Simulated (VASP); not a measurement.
# Al2O3 (P-6m2) in VASP: notebook, part 2 of 3

VASP 6.6.1.

## 4. Dielectric tensor, PBE

The input, INCAR:

```
ALGO = Normal
EDIFF = 1E-4
ENCUT = 400
GGA = PE
ISIF = 2
ISMEAR = 0
LASPH = T
LCHARG = F
LEPSILON = T
LREAL = F
LWAVE = F
NELM = 100
PREC = Accurate
SIGMA = 0.01
```

The input, KPOINTS:

```
k-points
0
Gamma
  10 10 3
```

The input, POSCAR:

```
Al2O3
1.0
    2.8843249483      0.0000000000      0.0000000000
   -1.4421624742      2.4978986780      0.0000000000
    0.0000000000      0.0000000000      9.3367544600
Al O
2 3
Direct
    0.0000000000      0.0000000000      0.8500076700
    0.0000000000      0.0000000000      0.1499923300
    0.3333333333      0.6666666667      0.7776830800
    0.6666666667      0.3333333333      0.0000000000
    0.3333333333      0.6666666667      0.2223169200
```

Potentials or basis: VASP PAW PBE potentials, release 64 (Al, O).

Started as:

```bash
> cat potpaw_PBE.64/Al/POTCAR potpaw_PBE.64/O/POTCAR > POTCAR
> mpirun -np 1 vasp_std > vasp.out
```

OUTCAR:

```text
EDIFF = 1E-4
   ENCUT = 400
   GGA = PE
   ISIF = 2
   ISMEAR = 0
   LASPH = T
   LEPSILON = T
   LREAL = F
   NELM = 100
   PREC = Accurate

 Found     28 irreducible k-points:

 Following reciprocal coordinates:
            Coordinates               Weight
  0.000000  0.000000  0.000000      1.000000
  0.100000  0.000000  0.000000      6.000000
  0.200000  0.000000  0.000000      6.000000
  0.300000 -0.000000  0.000000      6.000000
  0.400000 -0.000000  0.000000      6.000000
  0.500000  0.000000  0.000000      3.000000
   k-points           NKPTS =     28   k-points in BZ     NKDIM =     28   number of bands    NBANDS=     16
   number of dos      NEDOS =    301   number of ions     NIONS =      5
   total plane-waves  NPLWV =  25600
   dimension x,y,z NGX =    20 NGY =   20 NGZ =   64
   dimension x,y,z NGXF=    40 NGYF=   40 NGZF=  128
   ions per type =               2   3
   NGX,Y,Z   is equivalent  to a cutoff of  11.53, 11.53, 11.40 a.u.
   NGXF,Y,Z  is equivalent  to a cutoff of  23.06, 23.06, 22.79 a.u.
 SYSTEM =  unknown system
   PREC   = accura    normal or accurate (medium, high low for compatibility)
   ISTART =      0    job   : 0-new  1-cont  2-samecut
   ICHARG =      2    charge: 1-file 2-atom 10-const
   ISPIN  =      1    spin polarized calculation?
   LNONCOLLINEAR =      F non collinear calculations
[... 237 lines left out ...]
 -----------------------------------------------------------------------------
    -0.00013 -0.00000  0.00000           ( -0.00000  0.00000  0.00000)
     0.00000 -0.00013 -0.00000           (  0.00000 -0.00000 -0.00000)
    -0.00000 -0.00000  0.00033           (  0.00000 -0.00000 -0.00000)

 PIEZOELECTRIC TENSOR FIELD DIRECTION 3  (C/m^2)
 -----------------------------------------------------------------------------
    -0.00003 -0.00000  0.00000
     0.00000 -0.00003 -0.00000
    -0.00000 -0.00000  0.00008

 MACROSCOPIC STATIC DIELECTRIC TENSOR (including local field effects in DFT)
 ------------------------------------------------------
           2.685810    -0.000000     0.000000
          -0.000000     2.685810     0.000000
          -0.000000     0.000000     1.939530
 ------------------------------------------------------

 PIEZOELECTRIC TENSOR (including local field effects)  for field in x, y, z        (e  Angst)
          XX          YY          ZZ          XY          YZ          ZX
  --------------------------------------------------------------------------------
  x     0.00000    -0.00000     0.00000    -0.07374     0.00000     0.00000
  y    -0.07374     0.07374    -0.00000    -0.00000     0.00000     0.00000
  z     0.00000     0.00000     0.00000     0.00000     0.00000    -0.00000

 PIEZOELECTRIC TENSOR (including local field effects)  for field in x, y, z        (C/m^2)
          XX          YY          ZZ          XY          YZ          ZX
  --------------------------------------------------------------------------------
  x     0.00000    -0.00000     0.00000    -0.01756     0.00000     0.00000
  y    -0.01756     0.01756    -0.00000    -0.00000     0.00000     0.00000
  z     0.00000     0.00000     0.00000     0.00000     0.00000    -0.00000

 BORN EFFECTIVE CHARGES (including local field effects) (in |e|, cummulative output)
 ---------------------------------------------------------------------------------
 ion    1
    1     3.02338    -0.00000     0.00000
    2    -0.00000     3.02338     0.00000
    3    -0.00000    -0.00000     1.51961
 ion    2
    1     3.02338    -0.00000    -0.00000
    2    -0.00000     3.02338    -0.00000
    3     0.00000     0.00000     1.51961
 ion    3
    1    -1.90317     0.00000     0.00000
    2     0.00000    -1.90317     0.00000
    3     0.00000     0.00000    -0.91859
 ion    4
    1    -2.24043     0.00000     0.00000
    2     0.00000    -2.24043     0.00000
    3    -0.00000     0.00000    -1.20204
 ion    5
    1    -1.90317     0.00000     0.00000
    2     0.00000    -1.90317    -0.00000
    3    -0.00000    -0.00000    -0.91859
```

Run time: 1.9 min. Hardware: 1 thread of Intel Xeon Platinum 8488C (Sapphire Rapids), shared host; peak memory 0.28 GiB.

The run converged, but some of its settings lie outside the range that counts as converged, so its numbers aren't taken as properties of the crystal.

What came out:

| Item | Value |
| --- | --- |
| Band gap on the k mesh | 4.77 eV, indirect (least direct gap 5.01 eV) |
| Electronic dielectric tensor (diagonal) | 2.69, 2.69, 1.94 |
| Born charges (mean of the diagonal) | Al +2.52; O -1.57, -1.89 e |

Caveat: the cutoff is under 1.25 times the usual one of these potentials, so pressure, stress and relaxed cells hold a basis-set (Pulay) error; an odd mesh through Γ misses points on the zone boundary, where band edges often lie.

## 5. Dielectric tensor, PBE

The input, INCAR:

```
ALGO = Normal
EDIFF = 1E-8
ENCUT = 400
GGA = PE
ISIF = 2
ISMEAR = 0
LASPH = T
LCHARG = F
LEPSILON = T
LREAL = F
LWAVE = F
NELM = 100
PREC = Normal
SIGMA = 0.01
```

KPOINTS is that of step 4.

POSCAR is that of step 4.

Potentials or basis: VASP PAW PBE potentials, release 64 (Al, O).

Started as:

```bash
> cat potpaw_PBE.64/Al/POTCAR potpaw_PBE.64/O/POTCAR > POTCAR
> mpirun -np 1 vasp_std > vasp.out
```

OUTCAR:

```text
EDIFF = 1E-8
   ENCUT = 400
   GGA = PE
   ISIF = 2
   ISMEAR = 0
   LASPH = T
   LEPSILON = T
   LREAL = F
   NELM = 100
   PREC = Normal

 Found     28 irreducible k-points:

 Following reciprocal coordinates:
            Coordinates               Weight
  0.000000  0.000000  0.000000      1.000000
  0.100000  0.000000  0.000000      6.000000
  0.200000  0.000000  0.000000      6.000000
  0.300000 -0.000000  0.000000      6.000000
  0.400000 -0.000000  0.000000      6.000000
  0.500000  0.000000  0.000000      3.000000
   k-points           NKPTS =     28   k-points in BZ     NKDIM =     28   number of bands    NBANDS=     16
   number of dos      NEDOS =    301   number of ions     NIONS =      5
   total plane-waves  NPLWV =   9408
   dimension x,y,z NGX =    14 NGY =   14 NGZ =   48
   dimension x,y,z NGXF=    28 NGYF=   28 NGZF=   96
   ions per type =               2   3
   NGX,Y,Z   is equivalent  to a cutoff of   8.07,  8.07,  8.55 a.u.
   NGXF,Y,Z  is equivalent  to a cutoff of  16.14, 16.14, 17.09 a.u.
 SYSTEM =  unknown system
   PREC   = normal    normal or accurate (medium, high low for compatibility)
   ISTART =      0    job   : 0-new  1-cont  2-samecut
   ICHARG =      2    charge: 1-file 2-atom 10-const
   ISPIN  =      1    spin polarized calculation?
   LNONCOLLINEAR =      F non collinear calculations
   LSORBIT =      F    spin-orbit coupling
   LASPH  =      T    aspherical Exc in radial PAW
   ENCUT  =  400.0 eV  29.40 Ry    5.42 a.u.   4.70  4.70 15.23*2*pi/ulx,y,z
   NELM   =    100;   NELMIN=  2; NELMDL= -5     # of ELM steps
   EDIFF  = 0.1E-07   stopping-criterion for ELM
   LREAL  =      F    real-space projection
   EDIFFG = 0.1E-06   stopping-criterion for IOM
   NSW    =      0    number of steps for IOM
   IBRION =     -1    ionic relax: 0-MD 1-quasi-New 2-CG
   NFREE  =      0    steps in history (QN), initial steepest desc. (CG)
   ISIF   =      2    stress and relaxation
   ISYM   =      2    0-nonsym 1-usesym 2-fastsym
   POTIM  = 0.5000    time-step for ionic-motion
   TEBEG  =    0.0;   TEEND  =   0.0 temperature during run
   PSTRESS=    0.0 pullay stress
   NELECT =      24.0000    total number of electrons
   NUPDOWN=      -1.0000    fix difference up-down
   EMIN   =  10.00;   EMAX   =-10.00  energy-range for DOS
   EFERMI =   0.00;   METHOD = LEGACY
   ISMEAR =     0;   SIGMA  =   0.01  broadening in eV -4-tet -1-fermi 0-gaus
   EFERMI_NEDOS =   21; number of points for ismear=-14 and -15
   IALGO  =     38    algorithm
   IMIX   =      4    mixing-type and parameters
     AMIX     =   0.40;   BMIX     =  1.00
     AMIX_MAG =   1.60;   BMIX_MAG =  1.00
  volume/ion in A,a.u.               =      13.45        90.79
  Fermi-wavevector in a.u.,A,eV,Ry     =   1.161111  2.194181 18.343074  1.348178
  Thomas-Fermi vector in A             =   2.297686
   LORBIT       =      0    0 simple, 1 ext, 2 COOP (PROOUT), +10 PAW based schemes
   GGA     = PE    functional components
   LHFCALC =     F    Hartree Fock is set to
   AEXX    =    0.0000 exact exchange contribution
   IVDW    =     0    specifies the selected vdW correction
   LEPSILON=     T    determine dielectric tensor
   LRPA    =     F    only Hartree local field effects (RPA)
 non-spin polarized calculation
 Gauss-broadening in eV      SIGMA  =   0.01
  energy-cutoff  :      400.00
  volume of cell :       67.27
[... 136 lines left out ...]
  external PRESSURE =     -40.8877452 kB  Pullay stress =       0.0000000 kB

 VOLUME and BASIS-vectors are now :
 -----------------------------------------------------------------------------
  energy-cutoff  :      400.00
  volume of cell :       67.27
      direct lattice vectors                 reciprocal lattice vectors
     2.884324948  0.000000000  0.000000000     0.346701574  0.200168247  0.000000000
    -1.442162474  2.497898678  0.000000000     0.000000000  0.400336494  0.000000000
     0.000000000  0.000000000  9.336754460     0.000000000  0.000000000  0.107103598

 POSITION                                       TOTAL-FORCE (eV/Angst)
 -----------------------------------------------------------------------------------
      0.00000      0.00000      7.93631        -0.000000     -0.000000      0.009219
      0.00000      0.00000      1.40044        -0.000000     -0.000000     -0.009219
     -0.00000      1.66527      7.26104        -0.000000      0.000000     -0.025143
      1.44216      0.83263      0.00000         0.000000     -0.000000      0.000000
     -0.00000      1.66527      2.07572         0.000000      0.000000      0.025143
 -----------------------------------------------------------------------------------
    total drift:                                0.000039     -0.000023      0.000000

  FREE ENERGIE OF THE ION-ELECTRON SYSTEM (eV)
  ---------------------------------------------------
  free  energy   TOTEN  =       -36.4598416010 eV

  energy  without entropy=      -36.4598416010  energy(sigma->0) =      -36.45984160

 HEAD OF MICROSCOPIC STATIC DIELECTRIC TENSOR (INDEPENDENT PARTICLE, excluding Hartree and local field effects)
 ------------------------------------------------------
           2.747376    -0.000000     0.000000
          -0.000000     2.747376     0.000000
           0.000000    -0.000000     2.582721
 ------------------------------------------------------

 Free energy of the ion-electron system (eV)
  ---------------------------------------------------
  ---------------------------------------------------
  free energy    TOTEN  =        -0.34178532 eV

  energy without entropy =       -0.34178532

------------------------ aborting loop because EDIFF is reached ----------------------------------------

--------------------------------------- Ionic step        2  -------------------------------------------

------------------------ aborting loop because EDIFF is reached ----------------------------------------

--------------------------------------- Ionic step        3  -------------------------------------------

 Free energy of the ion-electron system (eV)
  ---------------------------------------------------
  ---------------------------------------------------
  free energy    TOTEN  =        -0.18869148 eV

  energy without entropy =       -0.18869148

------------------------ aborting loop because EDIFF is reached ----------------------------------------

 PIEZOELECTRIC TENSOR FIELD DIRECTION 3  (e Angst)
 -----------------------------------------------------------------------------
    -0.00012 -0.00000 -0.00000           ( -0.00000  0.00000  0.00000)
     0.00000 -0.00012  0.00000           (  0.00000 -0.00000  0.00000)
     0.00000 -0.00000  0.00035           (  0.00000  0.00000  0.00000)

 PIEZOELECTRIC TENSOR FIELD DIRECTION 3  (C/m^2)
 -----------------------------------------------------------------------------
    -0.00003 -0.00000 -0.00000
     0.00000 -0.00003  0.00000
     0.00000 -0.00000  0.00008

 MACROSCOPIC STATIC DIELECTRIC TENSOR (including local field effects in DFT)
 ------------------------------------------------------
           2.685815    -0.000000     0.000000
          -0.000000     2.685815     0.000000
           0.000000    -0.000000     1.940363
 ------------------------------------------------------

 PIEZOELECTRIC TENSOR (including local field effects)  for field in x, y, z        (e  Angst)
          XX          YY          ZZ          XY          YZ          ZX
  --------------------------------------------------------------------------------
  x     0.00000    -0.00000    -0.00000    -0.07387     0.00000     0.00000
  y    -0.07387     0.07387     0.00000    -0.00000     0.00000     0.00000
  z     0.00000     0.00000     0.00000     0.00000     0.00000     0.00000

 PIEZOELECTRIC TENSOR (including local field effects)  for field in x, y, z        (C/m^2)
          XX          YY          ZZ          XY          YZ          ZX
  --------------------------------------------------------------------------------
  x     0.00000    -0.00000    -0.00000    -0.01759     0.00000     0.00000
  y    -0.01759     0.01759     0.00000    -0.00000     0.00000     0.00000
  z     0.00000     0.00000     0.00000     0.00000     0.00000     0.00000

 BORN EFFECTIVE CHARGES (including local field effects) (in |e|, cummulative output)
 ---------------------------------------------------------------------------------
 ion    1
    1     3.02267    -0.00000     0.00000
    2    -0.00000     3.02267     0.00000
    3    -0.00000    -0.00000     1.52021
 ion    2
    1     3.02267    -0.00000    -0.00000
    2    -0.00000     3.02267     0.00000
    3     0.00000     0.00000     1.52021
 ion    3
    1    -1.90258     0.00000     0.00000
    2     0.00000    -1.90258     0.00000
    3     0.00000     0.00000    -0.91660
 ion    4
    1    -2.24018     0.00000     0.00000
    2     0.00000    -2.24018     0.00000
    3    -0.00000    -0.00000    -1.20723
 ion    5
    1    -1.90258     0.00000     0.00000
    2     0.00000    -1.90258     0.00000
    3    -0.00000     0.00000    -0.91660
```

stdout:

```text
POSCAR found type information on POSCAR AlO
 POSCAR found :  2 types and       5 ions
 scaLAPACK will be used
 LDA part: xc-table for (Slater+PW92), standard interpolation
 POSCAR, INCAR and KPOINTS ok, starting setup
 FFT: planning ... GRIDC
 FFT: planning ... GRID_SOFT
 FFT: planning ... GRID
 WAVECAR not read
 entering main loop
 Linear response reoptimize wavefunctions to high precision
 Linear response G [H, r] |phi>, progress :
  Direction:   1
 Linear response G [H, r] |phi>, progress :
  Direction:   2
 Linear response G [H, r] |phi>, progress :
  Direction:   3
 Linear response to external field (no local field effect), progress :
  Direction:   1
 dielectric tensor                  component  1 :     2.542    -0.465    -0.003
 Linear response to external field (no local field effect), progress :
  Direction:   2
 dielectric tensor                  component  2 :    -0.465     2.953    -0.003
 Linear response to external field (no local field effect), progress :
  Direction:   3
 dielectric tensor                  component  3 :    -0.003    -0.003     2.583
 Linear response to external field, progress :
  Direction:   1
 dielectric tensor                  component  1 :     2.686     0.000     0.001
 Linear response to external field, progress :
  Direction:   2
 dielectric tensor                  component  2 :    -0.174     2.686    -0.003
 Linear response to external field, progress :
  Direction:   3
 dielectric tensor                  component  3 :    -0.002    -0.004     1.940
 Born effective charges drift removed
```

Run time: 84 s. Hardware: 1 thread of Intel Xeon Platinum 8488C (Sapphire Rapids), shared host; peak memory 0.25 GiB.

The run converged, but some of its settings lie outside the range that counts as converged, so its numbers aren't taken as properties of the crystal.

What came out:

```
Band gap on the k mesh                  : 4.77 eV, indirect (least direct gap 5.01 eV)
Electronic dielectric tensor (diagonal) : 2.69, 2.69, 1.94
Born charges (mean of the diagonal)     : Al +2.52; O -1.57, -1.90 e
```

Caveat: the cutoff is under 1.25 times the usual one of these potentials, so pressure, stress and relaxed cells hold a basis-set (Pulay) error; an odd mesh through Γ misses points on the zone boundary, where band edges often lie.

(Continued in part 3 of 3.)
